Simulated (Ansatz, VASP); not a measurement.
## ZnSe (Stilleite) in VASP and in Ansatz

The input POSCAR:

```
ZnSe
1.0
    0.0000000000      2.8324246788      2.9040850232
    2.8324246788      0.0000000000      2.9040850232
    2.8324246788      2.8324246788      0.0000000000
Zn Se
1 1
Direct
    0.0000000000      0.0000000000      0.0000000000
    0.2500000000      0.2500000000      0.2500000000
```

INCAR.step1

```
ALGO = Normal ; EDIFF = 1E-4
ENCUT = 520 ; GGA = PE
ISMEAR = 0 ; LASPH = T
LCHARG = F ; LREAL = F
LWAVE = T ; NBANDS = 16
NELM = 80 ; PREC = Accurate
SIGMA = 0.01
```

INCAR.step2

```
ALGO = Normal ; EDIFF = 1E-7
ENCUT = 520 ; ISIF = 2
ISMEAR = 0 ; ISTART = 1
LASPH = T ; LCHARG = F
LMIXTAU = T ; LREAL = F
LWAVE = F ; METAGGA = R2SCAN
NBANDS = 16 ; NELM = 80
PREC = Accurate ; SIGMA = 0.01
```

Contents of KPOINTS:

```
k-points
0
Gamma
  8 8 8
```

Input for Ansatz:

```yaml
crystal:
  lattice:
    - [0.0, 2.8324246788, 2.9040850232]
    - [2.8324246788, 0.0, 2.9040850232]
    - [2.8324246788, 2.8324246788, 0.0]
  atoms:
    - { symbol: Zn, position: [0.0, 0.0, 0.0] }
    - { symbol: Se, position: [0.25, 0.25, 0.25] }
kpoints:
  mp_grid: { grid: [8, 8, 8] }
  band_path:
    path:
      - [0.0, 0.0, 0.0]
      - [-0.5, -0.5, 0.0]
      - [-0.375, -0.375, 0.25]
      - [-0.375, 0.0, 0.375]
      - [0.0, 0.0, 0.5]
      - [-0.5, -0.25, 0.25]
    npoints: 1
hamiltonian:
  xc: r2scan
scf:
  occupations: { method: fixed }
  n_extra_bands: 4
output:
  forces: true
  stress: true
  eigenvalues: true
```

Change from the starting cell: uniaxial_z strain +2.5%.

Alike in both runs: task single point; functional r2SCAN; k mesh 8 × 8 × 8; no spin polarisation.

```csv
,VASP,Ansatz
version,VASP 6.6.1,Ansatz 0.2.0
potentials or method,"VASP PAW PBE potentials, release 64 (Zn, Se)","plane waves, PAW"
plane-wave cutoff (eV),520,500
occupations,"gaussian, width 0.01 eV",fixed
valence electrons in the cell,18,28
```

VASP gave:

* gap on the k mesh at the Fermi level (eV): 1.73
* pressure (GPa): -1.4
* largest component of the traceless stress (GPa): 0.64

Estimate Ansatz's values.

gap on the k mesh at the Fermi level (eV): 1.73; pressure (GPa): -1.5; largest component of the traceless stress (GPa): 0.66.

The two sets of potentials don't hold the same shells in valence.

Caveats: the PAW data sets were made with another functional, which shifts forces and pressure a little (VASP).
